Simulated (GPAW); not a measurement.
# Ni (Fm-3m) in GPAW: further runs, part 2 of 2

GPAW 26.7.0. The steps go on from the part before.

## 4. Band structure, r2SCAN, collinear spin, ferromagnetic start

The input, run.py:

```python
from ase.dft.bandgap import bandgap
from ase.io import read, write
from ase.units import GPa
from gpaw import GPAW, PW

atoms = read('Ni.xyz')
atoms.set_initial_magnetic_moments([1.0])

calc = GPAW(mode=PW(600),
            xc='MGGA_X_R2SCAN+MGGA_C_R2SCAN',
            kpts={'size': (13, 13, 13), 'gamma': True},
            occupations={'name': 'fermi-dirac', 'width': 0.05},
            nbands=17,
            convergence={'density': 1e-05, 'energy': 1e-05},
            maxiter=150,
            txt='gpaw.txt')
atoms.calc = calc
energy = atoms.get_potential_energy()
forces = atoms.get_forces()
stress = atoms.get_stress()
calc.write('gs.gpw')
write('result.traj', atoms)
print(f'Energy: {energy:.6f} eV')
print('Forces (eV/A):')
print(forces.round(4))
print('Stress (GPa):', (stress / GPa).round(3))
print('Moments:', calc.get_magnetic_moments().round(3))
print('Fermi level:', round(calc.get_fermi_level(), 4), 'eV')
print(f'Gap: {bandgap(calc)[0]:.4f} eV, direct: {bandgap(calc, direct=True)[0]:.4f} eV')

path = atoms.cell.bandpath('GXWKGLUWLK,UX', npoints=80, eps=1e-4)
bs_calc = calc.fixed_density(kpts=path, symmetry='off', nbands=25,
                             convergence={'bands': 'CBM+6.0', 'eigenstates': 1e-6}, txt='bands.txt')
bs = bs_calc.band_structure()
bs.write('bs.json')
print(f'Gap on the path: {bandgap(bs_calc)[0]:.4f} eV')
```

The input, Ni.xyz:

```xyz
1
Lattice="0.0000000000 1.7375729330 1.7375729330 1.7375729330 0.0000000000 1.7375729330 1.7375729330 1.7375729330 0.0000000000" Properties=species:S:1:pos:R:3 pbc="T T T"
Ni     0.0000000000      0.0000000000      0.0000000000
```

Potentials or basis: GPAW PAW data sets (gpaw-data 1.2.1), pw.

Command:

```bash
> OMP_NUM_THREADS=1 python run.py
```

gpaw.txt:

```text
__  _  _
 | _ |_)|_||  |
 |__||  | ||/\| - 26.7.0

Input parameters:
  mode=PW(ecut=600.0),
  convergence={'density': 1e-05, 'energy': 1e-05},
  kpts=MonkhorstPack(size=(13, 13, 13), gamma=True),
  maxiter=150,
  nbands=17,
  occupations=Occupations(name='fermi-dirac', width=0.05),
  xc=XC(name='MGGA_X_R2SCAN+MGGA_C_R2SCAN')

Diagonalizing LCAO Hamiltonian
Converting LCAO to pw mode

       Ni

Atoms  # Å, Bohr magnetons
|   | symbol |        x |        y |        z |    initial magnetic moments |
|---|--------|----------|----------|----------|-----------------------------|
| 0 |     Ni | 0.000000 | 0.000000 | 0.000000 | ( 0.0000,  0.0000,  1.0000) |

Unit cell  # Å
| periodic |        x |        y |        z |  lengths |    angles |
|----------|----------|----------|----------|----------|-----------|
|      yes | 0.000000 | 1.737573 | 1.737573 | 2.457299 | 60.000000 |
|      yes | 1.737573 | 0.000000 | 1.737573 | 2.457299 | 60.000000 |
|      yes | 1.737573 | 1.737573 | 0.000000 | 2.457299 | 60.000000 |

Number of symmetries: 48
Symmetry operations  # r_c * U_cc + t_c -> r_c
|    | kind |            matrix            |
|----|------|------------------------------|
|  0 |  σ   |  1, 0, 0,  1, 0,-1,  1,-1, 0 |
|  1 |  C2  |  1, 0, 0,  1,-1, 0,  1, 0,-1 |
|  2 |  E   |  1, 0, 0,  0, 1, 0,  0, 0, 1 |
|  3 |  σ   |  1, 0, 0,  0, 0, 1,  0, 1, 0 |
|  4 |  C4  |  1, 0,-1,  1, 0, 0,  1,-1, 0 |
|  5 |  S6  |  1, 0,-1,  1,-1, 0,  1, 0, 0 |
|  6 |  σ   |  1, 0,-1,  0, 1,-1,  0, 0,-1 |
|  7 |  C3  |  1, 0,-1,  0, 0,-1,  0, 1,-1 |
|  8 |  S6  |  1,-1, 0,  1, 0, 0,  1, 0,-1 |
|  9 |  C4  |  1,-1, 0,  1, 0,-1,  1, 0, 0 |
| 10 |  C3  |  1,-1, 0,  0,-1, 1,  0,-1, 0 |
| 11 |  σ   |  1,-1, 0,  0,-1, 0,  0,-1, 1 |
| 12 |  σ   |  0, 1, 0,  1, 0, 0,  0, 0, 1 |
| 13 |  C4  |  0, 1, 0,  0, 1,-1, -1, 1, 0 |
| 14 |  C3  |  0, 1, 0,  0, 0, 1,  1, 0, 0 |
| 15 |  S6  |  0, 1, 0, -1, 1, 0,  0, 1,-1 |
| 16 |  C2  |  0, 1,-1,  1, 0,-1,  0, 0,-1 |
| 17 |  σ   |  0, 1,-1,  0, 1, 0, -1, 1, 0 |
| 18 |  S4  |  0, 1,-1,  0, 0,-1,  1, 0,-1 |
| 19 |  C4  |  0, 1,-1, -1, 1, 0,  0, 1, 0 |
| 20 |  C3  |  0, 0, 1,  1, 0, 0,  0, 1, 0 |
| 21 |  σ   |  0, 0, 1,  0, 1, 0,  1, 0, 0 |
| 22 |  S6  |  0, 0, 1,  0,-1, 1, -1, 0, 1 |
| 23 |  C4  |  0, 0, 1, -1, 0, 1,  0,-1, 1 |
| 24 |  S4  |  0, 0,-1,  1, 0,-1,  0, 1,-1 |
| 25 |  C3  |  0, 0,-1,  0, 1,-1,  1, 0,-1 |
| 26 |  C2  |  0, 0,-1,  0,-1, 0, -1, 0, 0 |
[... 124 lines left out ...]
- Maximum integral of absolute [dens]ity change: 1e-05 electrons / valence electron
- Maximum [total energy] change in last 3 cyles: 1e-05 eV / valence electron
- Maximum integral of absolute [eigenst]ate change: 4e-08 eV^2 / valence electron
maximum number of iterations: 150

SCF iterations
|iter     | |      energy | eigst |  dens |  magmom |
|---------|-|-------------|-------|-------|---------|
|iter:   1| |  -13.878306 | -0.05 |       |  +1.0009|
|iter:   2| |  -12.672507 | -1.85 | -1.63 |  +0.9911|
|iter:   3| |  -15.555384 | -1.02 | -1.49 |  -0.3695|
|iter:   4| |  -12.600438 | -1.07 | -0.58 |  +0.7479|
|iter:   5| |  -12.778622 | -2.71 | -1.84 |  +0.8307|
|iter:   6| |  -12.802392 | -4.26 | -1.87 |  +0.8068|
|iter:   7| |  -12.816834 | -4.30 | -1.79 |  +0.7722|
|iter:   8| |  -12.800057 | -3.91 | -1.79 |  +0.7424|
|iter:   9| |  -12.807497 | -3.60 | -2.28 |  +0.6907|
|iter:  10| |  -12.808186 | -5.58 | -2.32 |  +0.6909|
|iter:  11| |  -12.807949 | -4.69 | -2.31 |  +0.7008|
|iter:  12| |  -12.810283 | -4.59 | -2.64 |  +0.6880|
|iter:  13| |  -12.807901 | -4.98 | -2.28 |  +0.6906|
|iter:  14| |  -12.810109 | -5.09 | -2.74 |  +0.6948|
|iter:  15| |  -12.809687 | -4.23 | -2.33 |  +0.7106|
|iter:  16| |  -12.807821 | -3.82 | -2.81 |  +0.7311|
|iter:  17| |  -12.810069 | -4.19 | -2.77 |  +0.7353|
|iter:  18| |  -12.810094 | -5.66 | -3.56 |  +0.7285|
|iter:  19| |  -12.810093c| -6.96 | -3.90 |  +0.7276|
|iter:  20| |  -12.810092c| -7.87c| -4.25 |  +0.7276|
|iter:  21| |  -12.810092c| -7.86c| -5.17c|  +0.7276|

Converged in 21 steps
Energy contributions relative to reference atoms: (reference = -41367.998447)

Energy contributions:
  Kinetic:          15.677527
  Coulomb:         -12.787343
  Zero:              0.073316
  External:          0.000000
  Xc:              -15.768265
  Entropy:          -0.010653
  Spinorbit:         0.000000
  ----------------------------
  Free energy:     -12.815418
  Extrapolated:    -12.810092

dipole moment: (-7.105492, -7.105492, -7.105492)  # |e|*Ang

Total magnetic moment: (0.000000, 0.000000, 0.727581)

Local magnetic moments
|        x |        y |        z |
|----------|----------|----------|
| 0.000000 | 0.000000 | 0.795928 |  # Ni   0

Fermi level: 9.079
Eigenvalues  # (at kpt = [0.000, 0.000, 0.000])
| band index |      eig [eV] | occ [0-1] |      eig [eV] | occ [0-1] |
|------------|---------------|-----------|---------------|-----------|
|          0 |       -57.618 |     1.000 |       -56.267 |     1.000 |
|          1 |       -57.618 |     1.000 |       -56.267 |     1.000 |
|          2 |       -57.618 |     1.000 |       -56.267 |     1.000 |
|          3 |        -0.852 |     1.000 |        -1.225 |     1.000 |
|          4 |         5.898 |     1.000 |         7.278 |     1.000 |
|          5 |         5.898 |     1.000 |         7.278 |     1.000 |
[... 9 lines left out ...]
|         15 |        40.624 |     0.000 |        40.800 |     0.000 |
|         16 |        44.329 |     0.000 |        44.334 |     0.000 |

No gap
No difference between direct/indirect transitions

Forces  # eV/Ang
|       x |       y |       z |
|---------|---------|---------|
| 0.00000 | 0.00000 | 0.00000 |  # Ni   0

Stress tensor  # eV/Ang^3
|         x |         y |         z |
|-----------|-----------|-----------|
| -0.025791 | -0.000000 | -0.000000 |
| -0.000000 | -0.025791 |  0.000000 |
| -0.000000 |  0.000000 | -0.025791 |

# Writing to gs.gpw (mode='')
```

stdout:

```text
Energy: -12.810092 eV
Forces (eV/A):
[[0. 0. 0.]]
Stress (GPa): [-4.132 -4.132 -4.132  0.    -0.    -0.   ]
Moments: [0.796]
Fermi level: 9.0786 eV
Gap: 0.0000 eV, direct: 0.0000 eV
Gap on the path: 0.0000 eV
```

Wall time 1.7 min (1 thread of Intel Xeon Platinum 8488C (Sapphire Rapids), shared host); peak memory 0.26 GiB.

Results:

- Free energy: -12.8154 eV
- Pressure: 4.1 GPa
- Band gap along the path: none (metal or under the smearing width)
- Net moment: 0.73 μB per cell
- Site moments: Ni +0.80 μB

Levels at the corners of the path, in eV from the Fermi level:
Spin up:
```tsv
point	band 5	band 6	band 7	band 8	band 9	band 10
Γ	-3.18	-3.18	-3.18	-1.79	-1.79	24.98
X	-5.06	-1.03	-1.03	-1.01	2.28	9.67
W	-3.85	-3.85	-1.86	-1.03	7.97	7.97
K	-4.52	-2.80	-1.62	-1.31	5.82	7.50
Γ	-3.18	-3.18	-3.18	-1.79	-1.79	24.98
L	-3.11	-3.11	-1.13	-1.13	-0.72	5.88
U	-4.52	-2.80	-1.62	-1.31	5.82	7.50
W	-3.85	-3.85	-1.86	-1.03	7.97	7.97
L	-3.11	-3.11	-1.13	-1.13	-0.72	5.88
K	-4.52	-2.80	-1.62	-1.31	5.82	7.50
U	-4.52	-2.80	-1.62	-1.31	5.82	7.50
X	-5.06	-1.03	-1.03	-1.01	2.28	9.67
```
Spin down:
```
point  band 4  band 5  band 6  band 7  band 8  band 9  band 10
    Γ  -10.30   -1.80   -1.80   -1.80   -1.00   -1.00    24.36
    X   -5.04   -4.03   -0.17    0.60    0.60    1.86    10.04
    W   -4.05   -2.84   -2.84   -1.11    0.60    8.14     8.14
    K   -4.22   -3.64   -1.78   -0.83    0.29    6.03     7.72
    Γ  -10.30   -1.80   -1.80   -1.80   -1.00   -1.00    24.36
    L   -5.04   -2.16   -2.16   -1.04    0.19    0.19     6.61
    U   -4.22   -3.64   -1.78   -0.83    0.29    6.03     7.72
    W   -4.05   -2.84   -2.84   -1.11    0.60    8.14     8.14
    L   -5.04   -2.16   -2.16   -1.04    0.19    0.19     6.61
    K   -4.22   -3.64   -1.78   -0.83    0.29    6.03     7.72
    U   -4.22   -3.64   -1.78   -0.83    0.29    6.03     7.72
    X   -5.04   -4.03   -0.17    0.60    0.60    1.86    10.04
```

Caveat: the stock nickel data set gives pressures a few GPa off other programs; the PAW data sets were made with another functional, which shifts forces and pressure a little.

## 5. The runs side by side

```tsv
level	potentials or basis	band points	eigensolver	pressure (GPa)	moment (μB)
revPBE	the program's PAW data sets (release 1.2.1) made for this functional, pw	80	-	15.3	0.63
BLYP	PAW data sets generated in the run's folder for this functional, pw	100	davidson	19.4	0.62
r2SCAN	GPAW PAW data sets (gpaw-data 1.2.1), pw	80	-	4.1	0.73
```

Alike in all rows: task band structure; spin collinear, ferromagnetic start; cell as given; k mesh 13 × 13 × 13; cutoff (eV) 600; smearing fermi-dirac 0.05 eV.

Caveats: the stock nickel data set gives pressures a few GPa off other programs; so large a pressure means that the cell lies far from this level's equilibrium, or that cutoff or potentials fall short (some runs); the PAW data sets were made with another functional, which shifts forces and pressure a little (some runs).

Total energies depend on the potentials used, so only differences within one code and one set of settings carry meaning.
